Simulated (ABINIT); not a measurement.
Write the native input for ABINIT 10.8.3 (patched build) that does the following.

```yaml
Task: single point
Functional: PBE
Potentials_or_basis: JTH PAW PBE v2.0
Cutoff: 408 eV
k_mesh: 9 × 9 × 9
Occupations: fermi-dirac, width 0.05 eV
Spin: no spin polarisation
Fine-grid_cutoff: 816.342 eV
Exchange_and_correlation_inside_the_PAW_spheres: full angular mesh (pawxcdev 0, this build's default; the released program takes 1)
```

Crystal: SnTe.

```xyz
2
Lattice="0.0000 3.1509 3.1509 3.1509 0.0000 3.1509 3.1509 3.1509 0.0000" Properties=species:S:1:pos:R:3 pbc="T T T"
Te    3.1509    3.1509    3.1509
Sn    0.0000    0.0000    0.0000
```

One way to write it, as run:

run.abi

```
# Pseudopotentials
pp_dirpath "./"
pseudos "Te.GGA_PBE-JTH.xml, Sn.GGA_PBE-JTH.xml"

# Structure
acell 8.4205719959 8.4205719959 8.4205719959
rprim
     0.0000000000     0.7071067812     0.7071067812
     0.7071067812     0.0000000000     0.7071067812
     0.7071067812     0.7071067812     0.0000000000
ntypat 2
znucl 52 50
natom 2
typat 1 2
xred
     0.5000000000     0.5000000000     0.5000000000
     0.0000000000     0.0000000000     0.0000000000

# Plane-wave basis
ecut 15.0
pawecutdg 30.0

# k points
kptopt 1
ngkpt 9 9 9
nshiftk 1
shiftk 0.0 0.0 0.0

# Exchange and correlation
ixc 11

# Bands and occupations
nband 14
occopt 3
tsmear 0.05 eV

# SCF cycle
nstep 100
tolvrs 1.0e-9

# Output
iomode 3
prtwf 0
prtden 0
prteig 0
prtebands 0
```

Potentials or basis: JTH PAW PBE v2.0.

Command:

```sh
$ abinit run.abi > log 2>&1
```

It gave:

```
Valence electrons inside the program's atomic spheres : Te 3.15; Sn 11.81
```

It took 20 s on 1 thread of Arm Neoverse V1, on a shared host, peak memory 0.12 GiB.
